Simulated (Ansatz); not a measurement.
Method: Ansatz, DFT PBE, scalar-relativistic, plane waves, PAW. Settings: cutoff 420 eV, Γ-centred meshes spaced at most about 0.3 Å⁻¹, and about 0.25 Å⁻¹ or finer for metals (2π included), Gaussian smearing. No spin polarisation.

All energies are static (0 K, no zero-point motion).

Question: Order these relaxed structures of Nb3N by energy, lowest first, with the energy over the lowest of them.
A.

```
Nb N
1.0
     3.89831    0.00000    0.00000
     0.00000    3.89831    0.00000
     0.00000    0.00000    3.89831
Nb N
3 1
Cartesian
  0.0000 1.9492 1.9492
  1.9492 0.0000 1.9492
  1.9492 1.9492 0.0000
  0.0000 0.0000 0.0000
```

B.

```
Nb N
1.0
     4.20306    0.00000    0.00000
     0.00000    4.29427    0.00000
    -0.04401    0.00000    7.66579
Nb N
6 2
Direct
  0.56408 0.50000 0.96344
  0.55224 0.50000 0.47336
  0.06840 0.50000 0.19976
  0.06786 0.50000 0.74117
  0.55986 0.00000 0.21034
  0.54626 0.00000 0.73554
  0.58047 0.00000 0.47920
  0.06084 0.00000 0.19719
```

C.

```
Nb N
1.0
    -2.51322    2.51322    2.51322
     2.51322   -2.51322    2.51322
     2.51322    2.51322   -2.51322
Nb N
3 1
Direct
  0.00000 0.50000 0.50000
  0.50000 0.00000 0.50000
  0.50000 0.50000 0.00000
  0.00000 0.00000 0.00000
```

D.

```
Nb N
1.0
     4.20146    0.00000    0.00000
     0.00000    4.20146    0.00000
     0.00000    0.00000    4.20146
Nb N
3 1
Direct
  0.50000 0.00000 0.00000
  0.00000 0.50000 0.00000
  0.00000 0.00000 0.50000
  0.00000 0.00000 0.00000
```

Answer: B (0 meV/atom), D (56 meV/atom), A (659 meV/atom), C (798 meV/atom). Forms: B Pm; D anti-ReO3 type, Pm-3m; A Cu3Au (L1_2) type, Pm-3m; C Im-3m. Counting Nb atoms around N (those within 1.25 times the shortest such distance or 1.15 times the sum of covalent radii): B has N 4; D has N 6; A has N 12; C has N 6. Origin: A, C and D, invented; B, invented, then shaken at random and relaxed again. Even the lowest of the cells shown lies +0.10 eV/atom against the elements.

Cells relaxed within their symmetry can be saddle points. Some types were kept out of the candidates beforehand, so the set may lack a known form.
